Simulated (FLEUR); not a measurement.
# Al (Fm-3m) in FLEUR: notebook, part 2 of 2

FLEUR MaX-R8.1 (later development tree).

**3. Equation of state, r2SCAN, 15.61 Å³/atom (volume scaled by 0.94)**

The input, inp.xml:

```xml
<?xml version="1.0" encoding="UTF-8" standalone="no"?>
<fleurInput fleurInputVersion="0.39">
   <comment>
      Al                                                                                                  
   </comment>
   <calculationSetup>
      <cutoffs Kmax="4.1" Gmax="12.7" GmaxXC="12.7" numbands="0"/>
      <scfLoop itmax="60" minDistance="0.00001" maxIterBroyd="15" imix="Anderson" alpha="0.05" precondParam="0.0" spinf="2.0" sdNocoIR="T"/>
      <coreElectrons ctail="F" frcor="F" kcrel="0" coretail_lmax="0"/>
      <xcFunctional name="LibXC" relativisticCorrections="F">
         <LibXCName exchange="mgga_x_r2scan" correlation="mgga_c_r2scan"/>
         <AuxGGA exchange="117" correlation="130"/>
      </xcFunctional>
      <magnetism jspins="1"/>
      <soc l_soc="F" theta="0.0" phi="0.0" spav="F"/>
      <expertModes spex="0" secvar="F"/>
      <geometryOptimization l_f="F" forcealpha="1.0" forcemix="BFGS" epsdisp="0.00001" epsforce="0.00001"/>
      <ldaU l_linMix="F" mixParam="0.05" spinf="1.0"/>
   </calculationSetup>
   <cell>
      <bzIntegration valenceElectrons="11.0" mode="hist" fermiSmearingEnergy="0.00183747">
         <kPointListSelection listName="default-1"/>
         <!-- k-points included here -->
         <xi:include xmlns:xi="http://www.w3.org/2001/XInclude" href="kpts.xml"> </xi:include>
      </bzIntegration>
      <!-- symmetry operations included here -->
      <xi:include xmlns:xi="http://www.w3.org/2001/XInclude" href="sym.xml"> </xi:include>
      <bulkLattice scale="0.9795861087">
         <bravaisMatrix>
            <row-1>    0.0000000000000000     3.8263269057207032     3.8263269057207032</row-1>
            <row-2>    3.8263269057207032     0.0000000000000000     3.8263269057207032</row-2>
            <row-3>    3.8263269057207032     3.8263269057207032     0.0000000000000000</row-3>
         </bravaisMatrix>
      </bulkLattice>
   </cell>
   <atomSpecies>
      <species name="Aluminum (Al)" element="Al" atomicNumber="13">
         <mtSphere radius="2.45" gridPoints="829" logIncrement="0.014"/>
         <atomicCutoffs lmax="10" lnonsphr="8"/>
         <electronConfig flipSpins="F">
            <coreConfig>(1s1/2)</coreConfig>
            <valenceConfig>(2s1/2) (2p1/2) (2p3/2) (3s1/2) (3p1/2) (3p3/2)</valenceConfig>
            <stateOccupation state="(3p1/2)" spinUp="0.166667" spinDown="0.166667"/>
            <stateOccupation state="(3p3/2)" spinUp="0.333333" spinDown="0.333333"/>
         </electronConfig>
         <energyParameters s="3" p="3" d="3" f="4"/>
         <lo type="SCLO" l="0" n="2" eDeriv="0"/>
         <lo type="SCLO" l="1" n="2" eDeriv="0"/>
         <lo type="SCLO" l="2" n="3" eDeriv="2"/>
         <lo type="SCLO" l="3" n="4" eDeriv="2"/>
      </species>
   </atomSpecies>
   <atomGroups>
      <atomGroup species="Aluminum (Al)">
         <relPos label="                   1">.0000000000 .0000000000 .0000000000</relPos>
         <force calculate="T" relaxXYZ="TTT"/>
      </atomGroup>
   </atomGroups>
   <output dos="F" band="F" slice="F">
      <checks vchk="F" cdinf="F"/>
      <bandDOS minEnergy="-.5*Htr" maxEnergy="0.5*Htr" sigma="0.015" storeEVData="T"/>
      <vacuumDOS vacdos="F" integ="F" star="F" nstars="0" locx1="0.0" locy1="0.0" locx2="0.0" locy2="0.0" nstm="0" tworkf="0.0"/>
      <unfoldingBand unfoldBand="F" supercellX="1" supercellY="1" supercellZ="1"/>
      <plotting iplot="0" polar="F">
         <plot TwoD="T" vec1="  1.0  0.0  0.0" vec2="  0.0  1.0  0.0" vec3="  0.0  0.0  1.0" zero="  0.0  0.0  0.0" file="plot"/>
      </plotting>
      <chargeDensitySlicing numkpt="0" minEigenval="0.0" maxEigenval="0.0" nnne="0" pallst="F"/>
      <specialOutput eonly="F"/>
      <moessbauerParams electricFieldGradient="T" isomerShift="T" coreHyperfine="T" valenceHyperfine="T"/>
      <magneticCircularDichroism mcd="F" energyLo="-10.0" energyUp="0.0"/>
   </output>
  <!-- We include the file relax.xml here to enable relaxations (see documentation) -->
  <xi:include xmlns:xi="http://www.w3.org/2001/XInclude" href="relax.xml"> <xi:fallback/> </xi:include>
</fleurInput>
```

Potentials or basis: all-electron, FLAPW.

On the command line:

```console
$ inpgen -f crystal.txt -profile fastHighL
$ # inp.xml edited to the form shown
$ fleur_MPI
```

Output:

```text
Welcome to FLEUR        (www.flapw.de)
      MaX-Release 8.1          (www.max-centre.eu)
 func_ids         498         497         498         497
 MetaGGA potential functional detected - V_tau will be computed
 Auxiliary Potential for radial basis: exchange=         117  correlation=         130
The functional 'Re-regularized SCAN exchange by Furness et al' is an exchange functional, it belongs to the 'MGGA' family and is defined in the reference(s):
[1] J. W. Furness, A. D. Kaplan, J. Ning, J. P. Perdew, and J. Sun.,  J. Phys. Chem. Lett. 11, 8208-8215 (2020)
[2] J. W. Furness, A. D. Kaplan, J. Ning, J. P. Perdew, and J. Sun.,  J. Phys. Chem. Lett. 11, 9248-9248 (2020)
The functional 'Re-regularized SCAN correlation by Furness et al' is a correlation functional, it belongs to the 'MGGA' family and is defined in the reference(s):
[1] J. W. Furness, A. D. Kaplan, J. Ning, J. P. Perdew, and J. Sun.,  J. Phys. Chem. Lett. 11, 8208-8215 (2020)
[2] J. W. Furness, A. D. Kaplan, J. Ning, J. P. Perdew, and J. Sun.,  J. Phys. Chem. Lett. 11, 9248-9248 (2020)
 Using same functional for VXC and EXC

 ========== k-point set info ==========
 Selected k-point list: default-1
 k-point list type: mesh
 11 x 11 x 11
 Number of k points: 56

 ------------Calculation Setup---------------------------
 Number of MPI-tasks      :            1
 Number of PE/node        :            1
 Number of OMP-threads    :            1
 Most efficient MPI parallelization for:
           1           2           4           7           8          14          28          56
 Additional eigenvalue parallelization possible
 Number of basis functions:          157
 Approximate size of matrices (H+S) per k-point:         0.000 GB
 --------------------------------------------------------
The functional 'Hammer, Hansen, and Norskov' is an exchange functional, it belongs to the 'GGA' family and is defined in the reference(s):
[1] B. Hammer, L. B. Hansen, and J. K. Nørskov.,  Phys. Rev. B 59, 7413 (1999)
The functional 'Perdew, Burke & Ernzerhof' is a correlation functional, it belongs to the 'GGA' family and is defined in the reference(s):
[1] J. P. Perdew, K. Burke, and M. Ernzerhof.,  Phys. Rev. Lett. 77, 3865 (1996)
[2] J. P. Perdew, K. Burke, and M. Ernzerhof.,  Phys. Rev. Lett. 78, 1396 (1997)
 Using same functional for VXC and EXC
 Using auxiliary GGA potential for the first iteration of MetaGGA calculation.
 Reset of history
 Reset of history
 Iteration:     1   Distance:      11.68941296 me/bohr^3
The functional 'Hammer, Hansen, and Norskov' is an exchange functional, it belongs to the 'GGA' family and is defined in the reference(s):
[1] B. Hammer, L. B. Hansen, and J. K. Nørskov.,  Phys. Rev. B 59, 7413 (1999)
The functional 'Perdew, Burke & Ernzerhof' is a correlation functional, it belongs to the 'GGA' family and is defined in the reference(s):
[1] J. P. Perdew, K. Burke, and M. Ernzerhof.,  Phys. Rev. Lett. 77, 3865 (1996)
[2] J. P. Perdew, K. Burke, and M. Ernzerhof.,  Phys. Rev. Lett. 78, 1396 (1997)
 Using same functional for VXC and EXC
 Iteration:     2   Distance:      11.39974164 me/bohr^3
The functional 'Hammer, Hansen, and Norskov' is an exchange functional, it belongs to the 'GGA' family and is defined in the reference(s):
[1] B. Hammer, L. B. Hansen, and J. K. Nørskov.,  Phys. Rev. B 59, 7413 (1999)
The functional 'Perdew, Burke & Ernzerhof' is a correlation functional, it belongs to the 'GGA' family and is defined in the reference(s):
[1] J. P. Perdew, K. Burke, and M. Ernzerhof.,  Phys. Rev. Lett. 77, 3865 (1996)
[2] J. P. Perdew, K. Burke, and M. Ernzerhof.,  Phys. Rev. Lett. 78, 1396 (1997)
 Using same functional for VXC and EXC
 Iteration:     3   Distance:      10.79494350 me/bohr^3
The functional 'Hammer, Hansen, and Norskov' is an exchange functional, it belongs to the 'GGA' family and is defined in the reference(s):
[1] B. Hammer, L. B. Hansen, and J. K. Nørskov.,  Phys. Rev. B 59, 7413 (1999)
The functional 'Perdew, Burke & Ernzerhof' is a correlation functional, it belongs to the 'GGA' family and is defined in the reference(s):
[1] J. P. Perdew, K. Burke, and M. Ernzerhof.,  Phys. Rev. Lett. 77, 3865 (1996)
[2] J. P. Perdew, K. Burke, and M. Ernzerhof.,  Phys. Rev. Lett. 78, 1396 (1997)
 Using same functional for VXC and EXC
 Iteration:     4   Distance:       0.80138088 me/bohr^3
The functional 'Hammer, Hansen, and Norskov' is an exchange functional, it belongs to the 'GGA' family and is defined in the reference(s):
[1] B. Hammer, L. B. Hansen, and J. K. Nørskov.,  Phys. Rev. B 59, 7413 (1999)
The functional 'Perdew, Burke & Ernzerhof' is a correlation functional, it belongs to the 'GGA' family and is defined in the reference(s):
[1] J. P. Perdew, K. Burke, and M. Ernzerhof.,  Phys. Rev. Lett. 77, 3865 (1996)
[2] J. P. Perdew, K. Burke, and M. Ernzerhof.,  Phys. Rev. Lett. 78, 1396 (1997)
 Using same functional for VXC and EXC
 Iteration:     5   Distance:       0.52069225 me/bohr^3
The functional 'Hammer, Hansen, and Norskov' is an exchange functional, it belongs to the 'GGA' family and is defined in the reference(s):
[... 18 lines left out ...]
 Using same functional for VXC and EXC
 Iteration:     8   Distance:       0.00721268 me/bohr^3
The functional 'Hammer, Hansen, and Norskov' is an exchange functional, it belongs to the 'GGA' family and is defined in the reference(s):
[1] B. Hammer, L. B. Hansen, and J. K. Nørskov.,  Phys. Rev. B 59, 7413 (1999)
The functional 'Perdew, Burke & Ernzerhof' is a correlation functional, it belongs to the 'GGA' family and is defined in the reference(s):
[1] J. P. Perdew, K. Burke, and M. Ernzerhof.,  Phys. Rev. Lett. 77, 3865 (1996)
[2] J. P. Perdew, K. Burke, and M. Ernzerhof.,  Phys. Rev. Lett. 78, 1396 (1997)
 Using same functional for VXC and EXC
 Iteration:     9   Distance:       0.00029591 me/bohr^3
The functional 'Hammer, Hansen, and Norskov' is an exchange functional, it belongs to the 'GGA' family and is defined in the reference(s):
[1] B. Hammer, L. B. Hansen, and J. K. Nørskov.,  Phys. Rev. B 59, 7413 (1999)
The functional 'Perdew, Burke & Ernzerhof' is a correlation functional, it belongs to the 'GGA' family and is defined in the reference(s):
[1] J. P. Perdew, K. Burke, and M. Ernzerhof.,  Phys. Rev. Lett. 77, 3865 (1996)
[2] J. P. Perdew, K. Burke, and M. Ernzerhof.,  Phys. Rev. Lett. 78, 1396 (1997)
 Using same functional for VXC and EXC
 Iteration:    10   Distance:       0.00017794 me/bohr^3
The functional 'Hammer, Hansen, and Norskov' is an exchange functional, it belongs to the 'GGA' family and is defined in the reference(s):
[1] B. Hammer, L. B. Hansen, and J. K. Nørskov.,  Phys. Rev. B 59, 7413 (1999)
The functional 'Perdew, Burke & Ernzerhof' is a correlation functional, it belongs to the 'GGA' family and is defined in the reference(s):
[1] J. P. Perdew, K. Burke, and M. Ernzerhof.,  Phys. Rev. Lett. 77, 3865 (1996)
[2] J. P. Perdew, K. Burke, and M. Ernzerhof.,  Phys. Rev. Lett. 78, 1396 (1997)
 Using same functional for VXC and EXC
 Iteration:    11   Distance:       0.00000756 me/bohr^3

 ********************************************************************
 Run finished successfully
 Stop message:
   all done
 ********************************************************************
```

Wall time 8.8 s (1 thread of Arm Neoverse V2, shared host); peak memory 0.08 GiB.

What came out:

* Free energy: -6610.3123 eV
* Band gap on the k mesh: none (metal or under the smearing width)
* Valence electrons inside the program's atomic spheres: Al 9.76 (radii Al 2.45 bohr)

Caveat: the meta-GGA is that of a development version, with a GGA for the radial functions and cores and without core tails.

**4. Equation of state, r2SCAN, 15.94 Å³/atom (volume scaled by 0.96)**

Changes to inp.xml since step 3:

```diff
@@ -27,3 +27,3 @@
       <xi:include xmlns:xi="http://www.w3.org/2001/XInclude" href="sym.xml"> </xi:include>
-      <bulkLattice scale="0.9795861087">
+      <bulkLattice scale="0.9864848297">
          <bravaisMatrix>
```

On the command line:

```console
$ inpgen -f crystal.txt -profile fastHighL
$ # inp.xml edited to the form shown
$ fleur_MPI
```

It took 9 s on 1 thread of Arm Neoverse V2, shared host; peak memory 0.08 GiB.

Results (log left out):

| Property | Result |
| --- | --- |
| Free energy | -6610.3148 eV |
| Band gap on the k mesh | none (metal or under the smearing width) |
| Valence electrons inside the program's atomic spheres | Al 9.73 (radii Al 2.45 bohr) |

Caveat: the meta-GGA is that of a development version, with a GGA for the radial functions and cores and without core tails.

**5. Equation of state, r2SCAN, 16.60 Å³/atom**

Changes to inp.xml since step 4:

```diff
@@ -27,3 +27,3 @@
       <xi:include xmlns:xi="http://www.w3.org/2001/XInclude" href="sym.xml"> </xi:include>
-      <bulkLattice scale="0.9864848297">
+      <bulkLattice scale="1.0000000000">
          <bravaisMatrix>
```

On the command line:

```console
$ inpgen -f crystal.txt -profile fastHighL
$ # inp.xml edited to the form shown
$ fleur_MPI
```

Wall time 11 s (1 thread of Arm Neoverse V2, shared host); peak memory 0.08 GiB.

It converged, with:

| Item | Value |
| --- | --- |
| Free energy | -6610.3084 eV |
| Band gap on the k mesh | none (metal or under the smearing width) |
| Valence electrons inside the program's atomic spheres | Al 9.67 (radii Al 2.45 bohr) |

Caveat: the meta-GGA is that of a development version, with a GGA for the radial functions and cores and without core tails.

**6. Equation of state, r2SCAN, 17.27 Å³/atom (volume scaled by 1.04)**

Changes to inp.xml since step 5:

```diff
@@ -27,3 +27,3 @@
       <xi:include xmlns:xi="http://www.w3.org/2001/XInclude" href="sym.xml"> </xi:include>
-      <bulkLattice scale="1.0000000000">
+      <bulkLattice scale="1.0131594038">
          <bravaisMatrix>
```

Potentials or basis: all-electron, FLAPW.

On the command line:

```console
$ inpgen -f crystal.txt -profile fastHighL
$ # inp.xml edited to the form shown
$ fleur_MPI
```

Wall time 11 s (1 thread of Arm Neoverse V2, shared host); peak memory 0.08 GiB.

It converged, with:

```yaml
Free_energy: -6610.2892 eV
Band_gap_on_the_k_mesh: none (metal or under the smearing width)
Valence_electrons_inside_the_program's_atomic_spheres: Al 9.62 (radii Al 2.45 bohr)
```

Caveat: the meta-GGA is that of a development version, with a GGA for the radial functions and cores and without core tails.

**7. Equation of state, r2SCAN, 17.60 Å³/atom (volume scaled by 1.06)**

Changes to inp.xml since step 6:

```diff
@@ -27,3 +27,3 @@
       <xi:include xmlns:xi="http://www.w3.org/2001/XInclude" href="sym.xml"> </xi:include>
-      <bulkLattice scale="1.0131594038">
+      <bulkLattice scale="1.0196128224">
          <bravaisMatrix>
```

On the command line:

```console
$ inpgen -f crystal.txt -profile fastHighL
$ # inp.xml edited to the form shown
$ fleur_MPI
```

It took 12 s on 1 thread of Arm Neoverse V2, shared host; peak memory 0.08 GiB.

Results (log left out):

```
Free energy                                           : -6610.2756 eV
Band gap on the k mesh                                : none (metal or under the smearing width)
Valence electrons inside the program's atomic spheres : Al 9.60 (radii Al 2.45 bohr)
```

Caveat: the meta-GGA is that of a development version, with a GGA for the radial functions and cores and without core tails.

**8. Equation of state, r2SCAN**

Potentials or basis: all-electron, FLAPW.

No new run: the results of the series are fitted here.

What came out:

```
Equilibrium volume : 15.98 Å³/atom
Bulk modulus       : 91 GPa
```

Energy against volume, from the lowest point:
```csv
volume (Å³/atom),energy (meV/atom)
15.607,2.51
15.939,0.00
16.603,6.41
17.267,25.61
17.599,39.20
```

Caveat: the meta-GGA is that of a development version, with a GGA for the radial functions and cores and without core tails.

**9. Comparison with measurements**

Step 8. Measured bulk modulus of Al: 76.9 GPa (quoted in “The interpretation of polycrystalline coherent inelastic neutron scattering from aluminium”, 2013, pmc:3831299). This calculation gives 91 GPa (+17.7 %). The fit is for a static lattice scaled at fixed shape and fixed fractional positions. The cell as given is a measured one (16.60 Å³/atom); r2SCAN puts the equilibrium volume -3.8 % from it, thermal expansion not counted.
